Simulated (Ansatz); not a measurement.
BeS:

```
CELL_PARAMETERS angstrom
0.00000 2.42500 2.42500
2.42500 0.00000 2.42500
2.42500 2.42500 0.00000
ATOMIC_POSITIONS crystal
S 0.75000 0.75000 0.75000
Be 0.00000 0.00000 0.00000
```

- Program: Ansatz 0.2.0
- Task: relaxation of cell and atoms
- Functional: BLYP
- Potentials or basis: Ansatz PAW
- Cutoff: 420 eV (not typed: the program's choice for these potentials)
- k mesh: 9 × 9 × 9
- Occupations: fermi-dirac, width 0.05 eV
- Spin: no spin polarisation

At the start: volume 14.26 Å³/atom.

Q: Where does the relaxation end?

A: It ends after 5 steps and the volume is 14.97 Å³/atom (+5.0 %); space group F-43m (No. 216, to 0.05 Å).

Step by step:
```csv
step,energy change (eV),largest force (eV/Å),volume (Å³)
1,0.0000,0.0000,28.52
2,-0.0161,0.0000,29.32
3,-0.0196,0.0000,29.90
4,-0.0196,0.0000,29.94
5,-0.0197,0.0000,29.94
```

Final structure:
```yaml
crystal:
  lattice:
    - [0.00000, 2.46448, 2.46448]
    - [2.46448, 0.00000, 2.46448]
    - [2.46448, 2.46448, 0.00000]
  atoms:
    - { symbol: S, position: [0.75000, 0.75000, 0.75000] }
    - { symbol: Be, position: [0.00000, 0.00000, 0.00000] }
```

Caveat: the plane-wave basis is chosen anew once the cell has moved, so the energies of steps on either side of that aren't comparable; the PAW data sets come from PBE, with cores solved anew for the run's functional, which leaves a small shift of forces and pressure.
